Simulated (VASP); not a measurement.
Crystal: Te.

```
Te
1.0
     3.82029   -2.14820    0.00000
     3.82029    2.14820    0.00000
    -0.09429    0.00000    5.97609
Te
3
Direct
  0.00000 0.00000 0.00000
  0.30945 0.30945 0.33881
  0.69055 0.69055 0.66119
```

This isn't the form of Te at room conditions, which is trigonal, of chains.

* Program: VASP 6.6.1
* Task: single point
* Functional: PBE
* Potentials or basis: VASP PAW PBE potentials, release 64 (Te)
* Cutoff: 520 eV
* k mesh: 7 × 7 × 5
* Occupations: fermi-dirac, width 0.05 eV
* Spin: no spin polarisation

On this cell: pressure 0.6 GPa; largest force 0.110 eV/Å; band gap on the k mesh 0.03 eV, indirect (least direct gap 0.20 eV).

The same run follows on a disturbed copy (atoms moved at random, drawn with an rms of 0.05 Å):

```
CELL_PARAMETERS angstrom
3.82029 -2.14820 0.00000
3.82029 2.14820 0.00000
-0.09429 0.00000 5.97609
ATOMIC_POSITIONS crystal
Te 0.99910 0.00192 0.00523
Te 0.31109 0.30452 0.33835
Te 0.69631 0.68038 0.66251
```

Q: What changes?

A: The energy moves by -0.2 meV/atom; pressure 0.6 GPa; largest force 0.125 eV/Å; band gap on the k mesh none (metal or under the smearing width).

Forces on the atoms (eV/Å):
```
Te   0.042 -0.026 -0.035
Te   0.078  0.045  0.004
Te  -0.120 -0.019  0.031
```

Stress tensor (GPa, compression positive):
```
 0.56 -0.02  0.05
-0.02  0.71  0.03
 0.05  0.03  0.46
```

Caveats: spin-orbit coupling is left out, which moves the levels of the heavy elements (some runs); an odd mesh through Γ misses points on the zone boundary, where band edges often lie (some runs).
